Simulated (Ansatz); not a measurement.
# MgO: the cost of one run

Method: DFT r2SCAN, scalar-relativistic, plane waves, PAW, in Ansatz 0.2.0.

1 further run of the same task is left out (set aside as unsound or not needed).

## 1. The structure to begin with

The structure is hexagonal, space group P6_3mc (No. 186). The conventional cell has a = 3.289 Å, b = 3.289 Å, c = 5.032 Å, α = 90.00°, β = 90.00°, γ = 120.00°. Mg (site symmetry 3m) is surrounded by 4 O at 1.97 to 1.99 Å. Around O (site symmetry 3m) lie 4 Mg at 1.97 to 1.99 Å.

As a file:

```
Mg O
1.0
     3.28883    0.00000    0.00000
    -1.64441    2.84821    0.00000
     0.00000    0.00000    5.03226
Mg O
2 2
Direct
  0.33333 0.66667 0.00485
  0.66667 0.33333 0.50485
  0.33333 0.66667 0.39975
  0.66667 0.33333 0.89975
```

It goes back to an entry of the Materials Project, which need not be the stable form.

This cell was relaxed beforehand with the same method: volume 11.78 Å³/atom, gap on the mesh 4.22 eV.

## 2. The reference cell

The reference gives a free energy of -4996.2137 eV, pressure 0.01 GPa, largest force 0.001 eV/Å and gap on the mesh 4.22 eV. It was computed beforehand with the settings of the runs below.

## 3. The disturbance

All O atoms moved 0.1 Å in one direction. Displacements in the unstrained cell, with the mean shift removed:

```csv
atom,ux (Å),uy (Å),uz (Å)
Mg1,0.018,0.005,0.047
Mg2,0.018,0.005,0.047
O3,-0.018,-0.005,-0.047
O4,-0.018,-0.005,-0.047
```

## 4. Single point of the disturbed structure

input.yaml

```yaml
crystal:
  lattice:
    - [3.28882579, 0.0, 0.0]
    - [-1.644412895, 2.8482066827, 0.0]
    - [0.0, 0.0, 5.0322560468]
  atoms:
    - { symbol: Mg, position: [0.3394977064, 0.6683486589, 0.0141118364] }
    - { symbol: Mg, position: [0.6728310398, 0.3350153256, 0.5141118364] }
    - { symbol: O, position: [0.3271689602, 0.6649846744, 0.3904881636] }
    - { symbol: O, position: [0.6605022936, 0.3316513411, 0.8904881636] }
basis:
  ecutwfc: 500
kpoints:
  mp_grid: { grid: [6, 6, 4] }
hamiltonian:
  xc: r2scan
scf:
  occupations: { method: gaussian, width: 0.05 }
output:
  forces: true
  stress: true
  eigenvalues: true
```

On the command line:

```bash
> ansatz run input.yaml --threads 1 --pin off --max-ram 2560MiB --backend cpu --events-out ev --progress --plain --runs-dir out
```

Q: Estimate wall time and peak memory on 1 thread of AMD EPYC 7R43 (Zen 3), shared host.

About 10 s, with a peak of 0.52 GiB.
